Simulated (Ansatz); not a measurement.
# Ga2P3 and its competing phases

Computed with Ansatz, DFT PBE, scalar-relativistic, plane waves, PAW. Settings: cutoff 420 eV, Γ-centred meshes spaced at most about 0.3 Å⁻¹, and about 0.25 Å⁻¹ or finer for metals (2π included), Gaussian smearing. No spin polarisation.

The zero of energy is the elements' standard structures at the same level; no fitted shifts are applied. The references include black phosphorus.

Temperature and zero-point effects are left out. The reference form of P is held partly by dispersion forces, which this level lacks.

The competitors are the elements and 1 reference phase of this chemical system (from databases or known types: GaP), relaxed at the same level; other known phases may be missing.

The candidate was reached from: Ag2Br3 type (R-3c).

```
Ga P
1.0
     2.63915    1.52372    8.68332
    -2.63915    1.52372    8.68332
     0.00000   -3.04743    8.68332
Ga P
4 6
Direct
  0.34599 0.34599 0.34599
  0.15401 0.15401 0.15401
  0.84599 0.84599 0.84599
  0.65401 0.65401 0.65401
  0.75000 0.50366 0.99634
  0.99634 0.75000 0.50366
  0.50366 0.99634 0.75000
  0.49634 0.00366 0.25000
  0.00366 0.25000 0.49634
  0.25000 0.49634 0.00366
```

The lowest competing mixture at this composition:

```
phase      space group             source  share of atoms  ΔE_f (eV/atom)
    P                -            element          0.2000         -0.0005
  GaP  F-43m (No. 216)  Materials Project          0.8000          -0.432
```

The lowest database cell of P (-0.0005) lies slightly below the reference, hence the non-zero entry.

Question: What are the hull's energy here, the candidate's formation energy and its margin?

Answer: The hull lies at -0.346 eV/atom, the weighted sum of the last column. The candidate has 0.201 eV/atom, which is 0.55 eV/atom above it. The candidate matches no cell in the subsets of the Crystallography Open Database and the Materials Project at hand. A phase this far over the hull is unlikely to be made. It holds P–P units of three or more atoms (shortest 2.25 Å).
